Q: I have the energy of a phosphorus crystal at five volumes, from 6 % compressed to 6 % expanded. For a spring I would expect equal costs on both sides. What do I see here instead?

Ansatz 0.2.0, plane-wave PAW, scalar-relativistic r2SCAN without spin polarisation: phosphorus, space group Imma, relaxed conventional cell a = 3.402, b = 5.047, c = 3.732 Å. Shape and atoms are relaxed at each volume, with cutoff 500 eV, k mesh 16×16×16 and Gaussian smearing of 0.1 eV. Energies count from the minimum of a third-order Birch-Murnaghan fit.

```
volume per atom (Å³/atom)  energy over minimum (meV/atom)  pressure (GPa)
                   15.057                            10.8            3.79
                   15.537                             2.5            1.77
                   16.018                             0.0            0.00
                   16.498                             2.0           -1.26
                   16.979                             7.3           -2.23
```

A: Compare the two outermost rows. The squeeze costs 10.8 meV per atom and the equally large stretch only 7.3. The pressures differ even more: holding the crystal at the smaller volume takes 3.79 GPa, while a pull of 2.23 GPa, printed as a negative pressure, holds it at the larger one. The crystal resists being squeezed more than it resists being stretched.

Q: Isn't that so for any solid? Atoms repel steeply when pushed together, and their attraction fades when they are pulled apart.

A: For nearly every solid it is, so the question is how much of the difference is ordinary. The bulk modulus, which is the pressure needed per relative change of volume, gives a first answer. Between the two smallest volumes it is about 64 GPa, and between the two largest only 34 GPa. The crystal thus loses nearly half its stiffness over a range of volumes in which many solids lose perhaps a third.

Q: Can that be put into a single number?

A: The usual one is B′, the rise of the bulk modulus per unit of pressure. It is close to 4 for many solids with evenly spread bonds. Birch's equation of state makes that value a natural reference. It measures compression by a strain f and writes the energy E above the minimum as

f = ½ [(V₀/V)^(2/3) − 1]

E = (9/2) V₀ B₀ f² [1 + (B′ − 4) f]

Here V is the volume per atom, V₀ its value at the minimum, and B₀ the bulk modulus there. With B′ = 4 the last bracket is 1 and only the ordinary asymmetry remains, which is already contained in f. A larger B′ raises the energy on the compressed side, where f is positive, and lowers it on the expanded side.

Q: And which value does this crystal want?

A: I fitted B₀ and B′ to the pressures of all five rows, with V₀ set to the volume of the middle row. The result is B₀ = 48.6 GPa and B′ = 7.9, the latter uncertain by about half a unit. The program's own fit, made to the energies, gives 8.3 and ended without a warning. Notes supplied with the data do call the derivative unusual, but that judgement comes from the data makers' tests on other systems and not from these runs. Two separate readings of the calculation, by pressures and by energies, thus agree that the stiffening is about twice the common rate, though both are averages over this narrow range, and the average hides a lopsided change. Between the two compressed intervals the modulus rises by 6 GPa over 1.9 GPa of pressure, a rate of about 3; between the two expanded ones it changes by 9 GPa over 1.1 GPa, a rate of about 8. The correction discussed below makes these about 5 and 10. The unusual part is mainly the softening on expansion.

Q: Show me that these constants really give the energies.

A: Take the most compressed row. Its pressure was part of the fit, but its energy was not.

f = ½ [(16.018/15.057)^(2/3) − 1] = 0.02105

(9/2) × 16.018 Å³ × 48.6 GPa × 0.02105² = 1.55 GPa Å³ = 9.7 meV

E = 9.7 meV × (1 + 3.9 × 0.02105) = 10.5 meV

The table has 10.8 meV, so the estimate is about 3 % low. For the most expanded row the same constants give 7.3 meV, as in the table, whereas a fit with B′ held at 4 gives 8.2. The output printed below compares both versions at every volume. This shows that the pressures and the energies tell the same story; the reason for the large B′ has to come from the structure.

Q: Then what is special about the structure? Are the neighbours of an atom all equally far away?

A: No, they come in three pairs. The shortest distance in the relaxed crystal is 2.25 Å, and from it, the cell and the symmetry you can work out the rest: each atom has two short bonds of 2.25 Å, two links of 2.55 Å and two contacts of 2.83 Å. The short bonds form zigzag chains along a. The links join these chains mainly along b, and the long contacts join them mainly along c. It is a simple cubic arrangement of six neighbours that has been pulled out of shape.

Q: Why should a mixture of short and long distances matter for the stiffness?

A: Look at where the long contacts point. Each lies almost opposite a short bond, so the same p orbital of the atom serves both sides. If the atom moves a little towards its long contact, it loses some bonding on one side and gains some on the other. That trade does not make the shift cheap in a fixed cell: at 15.537 Å³ the first force of 0.233 eV/Å and the 4.5 meV gained per cell imply a force constant of at least 6 eV/Å². The easy way to give under pressure should be the combined motion, in which c shortens while the atoms shift so that the short bonds keep their length and the long contacts take the strain. This is an argument from bonding, not something that the table shows by itself.

Q: Does the calculation show that the crystal takes this easy way?

A: It shows that rearrangement matters a great deal. At 15.537 Å³ the cell was first shrunk evenly, and then its shape and atoms were allowed to relax. Relaxation removed 45 % of the pressure and lowered the energy above the minimum from 4.7 to 2.5 meV per atom. If you scaled the cell rigidly, you would take this crystal to be almost twice as stiff at that point as it is.

Q: And which direction gives way?

A: Of the two directions in which the zigzag chains lie, c gives more than a. In the final, relaxed cell of the most compressed run the ratio c/a is 3.2 % smaller than at the minimum, and in that of the most expanded run it is 4.7 % larger. The output below prints smaller changes, 1.8 and 2.3 %, because it uses the cells from which these two runs started. Those have the shapes relaxed at the neighbouring volumes, so they describe the 3 % steps and not the 6 % ones. At all these volumes a stays almost unchanged, b roughly follows the average strain, and c takes the largest change. The crystal yields across the chains, where the long contacts are, more readily than along them.

Q: That explains why it is soft. But you promised me a reason why the softness changes so quickly.

A: The two belong together. A strong bond already works close to its best length, and a change of volume that it hardly feels alters its stiffness little. A long contact is different: its resistance grows steeply as it shortens and fades as it lengthens. If such contacts take up most of the strain, the whole crystal inherits their strong dependence on distance. That last step is an argument from bonding: the table follows the volume, and I have not worked out each distance from the relaxed positions that the runs also recorded. The runs back it only in part: from 15.537 to 15.057 Å³ relaxation again removes about 45 % of the pressure rise of the rigid step, so the easy way hardly closes on compression, and the quick change lies on the side where the contacts lengthen.

Q: So I could guess how a related crystal behaves?

A: Ask where the strain goes. If all bonds are strong and alike, and symmetry fixes both the atoms and the shape of the cell, every distance shrinks together and B′ should stay nearer the common value. If strong chains or layers are held together by weak contacts, the contacts shrink first, and you should expect a low modulus that rises quickly with pressure. Layered crystals such as graphite are the familiar extreme case.

Q: One thing still bothers me. The modulus falls from interval to interval, but not evenly: first by 6 GPa, then by 15, then by 9. Does something happen near the minimum?

A: Probably not. The relaxations stopped with small forces still on the atoms, the largest of them at 15.537 Å³. From the way pressure and force fell together during that relaxation, I estimate that the pressure there is about 0.05 GPa too high. That is only 3 % of the pressure in this row, but the point is shared by two intervals, so the error lowers the modulus of one and raises that of the other.

Q: And if you correct for it?

A: With the same correction applied to every row, the four moduli become 67, 56, 44 and 33 GPa. The drops, taken before rounding, are now about 10, 12 and 11 GPa, which is nearly even. The correction is rough, because the shape of the cell relaxed along with the atoms, and it ignores the unequal stresses left along the three axes at 16.498 Å³. A Birch curve with B′ near 8 is expected to fall more steeply on the compressed side, so even drops also mean that one B′ describes this range only roughly. Still, it makes the uneven fall look like a trace of unfinished relaxation, and I would not look for a change of bonding behind it.

Q: What should I remember when I use such a curve?

A: Don't carry one modulus across the whole range. With B₀ alone you would underestimate the pressure needed for a 6 % squeeze and overestimate the pull needed for a 6 % stretch. Remember too that these values hold at zero temperature and leave out zero-point motion, so a measured modulus and B′ may differ somewhat. Let the shape and the atoms relax at each volume, and relax them tightly if you want to take differences of pressures.

Q: And what would settle the explanation?

A: The three distances, followed through all five volumes. That needs no new calculation, because the relaxed cell and atomic positions are recorded at every volume; so far I have used only the cells. If the long contacts change much more than the chain bonds, the argument holds. It would also be worth letting the atoms break the symmetry that was kept here, because the shift along c is already allowed by that symmetry while other displacements are not, and a less regular form may have a lower energy. Does this crystal sit in a true minimum, or only at the top of a shallow ridge between two distorted ones?

Output of the analysis:

```
fit of pressure on 5 rows: coefficient of g 48.61 +/- 0.67, coefficient of gs 283.9 +/- 36; rms 0.0479, worst 15.537 -0.1, leave-one-out rms 0.152
fit of pressure on 5 rows: coefficient of g 50.27 +/- 2.6; rms 0.225, worst 16.979 -0.377, leave-one-out rms 0.359
Modulus from the previous row to this one and predicted energies and band overlap:
     row  modulus GPa  force-corrected modulus GPa  energy with fitted B prime meV/atom  energy with B prime 4 meV/atom  band overlap eV
  15.057          n/a                          n/a                                10.49                           10.03            1.485
  15.537        64.37                        66.67                                2.397                           2.384            1.319
  16.018        58.06                        56.36                                    0                               0            1.138
  16.498        42.68                        44.04                                1.998                           2.148           0.9202
  16.979        33.76                        32.89                                7.347                           8.207           0.6847
Energy cost, 6 % compression over 6 % expansion (ratio): 1.479
Size of pressure, 6 % compression over 6 % expansion (ratio): 1.7
Pressure derivative B prime from the pressures alone: 7.894
Rms miss of energies, B prime fitted to pressures (meV/atom): 0.1478
Rms miss of energies, B prime 4 (meV/atom): 0.5398
Second pair of neighbours at the minimum (A): 2.554
Third pair of neighbours at the minimum (A): 2.828
Change of c/a in the cell recorded for 15.057 (%): -1.803
Change of c/a in the cell recorded for 16.979 (%): 2.292
Energy gained by relaxing shape and atoms at 15.537 (meV/atom): 2.24
Energy over minimum at 15.537 without relaxation (meV/atom): 4.74
Part of the rigid-cell pressure removed by relaxation at 15.537 (%): 45.19
Largest pressure correction for leftover force (GPa): 0.05086
```
